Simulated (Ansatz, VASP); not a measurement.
## SnSe2: VASP beside Ansatz

INCAR

```
SYSTEM = SnSe2
  ALGO = Normal
  EDIFF = 1E-7
  ENCUT = 520
  GGA = PE
  ISIF = 2
  ISMEAR = -1
  LASPH = .TRUE.
  LCHARG = .FALSE.
  LREAL = .FALSE.
  LWAVE = .FALSE.
  NBANDS = 20
  NELM = 100
  PREC = Accurate
  SIGMA = 0.02
```

The input KPOINTS:

```
k-points
0
G
  12 12 4
  0 0 0
```

The input POSCAR:

```
SnSe2
1.0
    3.7486463338      0.0000000000      0.0000000000
   -1.8743231669      3.2464229549      0.0000000000
    0.0000000000      0.0000000000      6.3398375134
Sn Se
1 2
Direct
    0.0000000000      0.0000000000      0.0000000000
    0.3333333333      0.6666666667      0.2525492559
    0.6666666667      0.3333333333      0.7474507441
```

Input for Ansatz:

```yaml
crystal:
  lattice:
    - [3.7486463338, 0.0, 0.0]
    - [-1.8743231669, 3.2464229549, 0.0]
    - [0.0, 0.0, 6.3398375134]
  atoms:
    - { symbol: Sn, position: [0.0, 0.0, 0.0] }
    - { symbol: Se, position: [0.3333333333, 0.6666666667, 0.2525492559] }
    - { symbol: Se, position: [0.6666666667, 0.3333333333, 0.7474507441] }
kpoints:
  mp_grid: { grid: [12, 12, 4] }
  band_path:
    path:
      - [0.0, 0.0, 0.0]
      - [0.5, 0.0, 0.0]
      - [0.3333333333, 0.3333333333, 0.0]
      - [0.0, 0.0, 0.5]
      - [0.5, 0.0, 0.5]
      - [0.3333333333, 0.3333333333, 0.5]
      - [0.0, 0.130208, -0.161458]
      - [0.0, 0.46875, 0.369792]
    npoints: 1
hamiltonian:
  xc: pbe
scf:
  occupations: { method: fermi_dirac, width: 0.02 }
  n_extra_bands: 4
output:
  forces: true
  stress: true
  eigenvalues: true
  write_density: true
  write_potential: true
  elf: true
  volumetric_format: npy
```

Change from the starting cell: epitaxial_xy strain -2.0%.

Alike in both runs: task single point; functional PBE; k mesh 12 × 12 × 4; occupations fermi-dirac, width 0.02 eV; no spin polarisation.

```csv
,VASP,Ansatz
version,VASP 6.6.1,Ansatz 0.2.0
potentials or method,"VASP PAW PBE potentials, release 64 (Sn_d, Se)","plane waves, PAW"
plane-wave cutoff (eV),520,420
valence electrons in the cell,26,46
```

Ansatz gave:

| Item | Value |
| --- | --- |
| pressure (GPa) | 4.8 |
| largest component of the traceless stress (GPa) | 1.54 |
| rms of the force components (eV/Å) | 0.129 |

Estimate VASP's values.

pressure (GPa): 4.8; largest component of the traceless stress (GPa): 1.53; rms of the force components (eV/Å): 0.137.

Atom by atom the forces differ by 0.008 eV/Å (rms over components). The two sets of potentials don't hold the same shells in valence.

Caveats: spin-orbit coupling is left out, which moves the levels of the heavy elements; this functional lacks dispersion, which binds the layers, so the pressure and a relaxed spacing across them are unreliable. A k mesh can miss the band edges.
